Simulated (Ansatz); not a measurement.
# Is this BeS4 stable against decomposition?

Level of theory: DFT PBE, scalar-relativistic, plane waves, PAW in Ansatz 0.2.0. All cells share a 420 eV cutoff and Γ-centred k meshes spaced at most about 0.3 Å⁻¹ (about 0.25 or finer for metals, 2π included). No spin polarisation.

Energies over the elements count from the elements' standard structures at the same level, with no fitted energy shifts.

All energies are static (0 K, no zero-point motion). Weakly bound directions are ill-defined at this level, which has no dispersion term (BeS4 Cmmm). The reference form of S is held partly by dispersion forces, which this level lacks.

The competitors are the elements and 1 reference phase of this chemical system (from databases or known types: BeS), relaxed at the same level; other known phases may be missing.

The candidate was reached from: OsCl4 type (Cmmm).

```xyz
5
Lattice="3.9155 -5.2454 0.0000 3.9155 5.2454 0.0000 0.0000 0.0000 3.4033" Properties=species:S:1:pos:R:3 pbc="T T T"
Be    0.0000    0.0000    0.0000
S     6.6964    0.0000    1.7016
S     1.1345    0.0000    1.7016
S     3.9155   -0.9662    0.0000
S     3.9155    0.9662    0.0000
```

Task: Where does it stand against these competitors?

Result: Not stable. Its formation energy is 0.187 eV/atom. The lowest competing mixture at this composition is this:

```tsv
phase	space group	source	share of atoms	ΔE_f (eV/atom)
S	-	element	0.6000	-0.0011
BeS	F-43m (No. 216)	COD	0.4000	-1.070
```

The lowest database cell of S (-0.0011) lies slightly below the reference, hence the non-zero entry.

The mixture lies at -0.429 eV/atom, and the candidate lies 0.62 eV/atom above it. The candidate matches no cell in the subsets of the Crystallography Open Database and the Materials Project at hand. A phase this far over the hull is unlikely to be made. It holds S–S pairs (shortest 1.93 Å).
